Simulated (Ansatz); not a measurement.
# Au: the cost of one run

Program: Ansatz 0.2.0. Level of theory: DFT PBE, scalar-relativistic, plane waves, PAW. These are calculated values, not measurements.

### Step 1. The structure to begin with

The structure is tetragonal, space group I4/mmm (No. 139). The conventional cell has a = 2.917 Å, b = 2.917 Å, c = 4.438 Å, α = 90.00°, β = 90.00°, γ = 90.00°. Au (site symmetry 4/mmm) has 12 Au at 2.92 to 3.03 Å as nearest neighbours.

Coordinates:

```
Au
1.0
    -1.45848    1.45848    2.21886
     1.45848   -1.45848    2.21886
     1.45848    1.45848   -2.21886
Au
1
Direct
  0.00000 0.00000 0.00000
```

This is candidate A: indium (bct) type (I4/mmm, No. 139).

(A quick probe on a coarse mesh, which set the mesh and smearing, is not shown.)

### Step 3. Coarse relaxation (candidate A)

The input, input.yaml:

```yaml
crystal:
  lattice:
    - [-1.4584792887, 1.4584792887, 2.2188634728]
    - [1.4584792887, -1.4584792887, 2.2188634728]
    - [1.4584792887, 1.4584792887, -2.2188634728]
  atoms:
    - { symbol: Au, position: [0.0, 0.0, 0.0] }
basis:
  ecutwfc: 420
kpoints:
  mp_grid: { grid: [8, 8, 8] }
hamiltonian:
  xc: pbe
scf:
  occupations: { method: gaussian, width: 0.1 }
  lower_state_search: "off"
output:
  forces: true
  stress: true
  eigenvalues: true
relax:
  adjacent_minimum: "off"
  f_tol: 0.04
  max_steps: 70
  cell: { stress_tol: 0.4 }
```

What time and memory should one allow on 1 thread of an x86-64 CPU, shared host?

About 5 s, with a peak of 0.35 GiB.
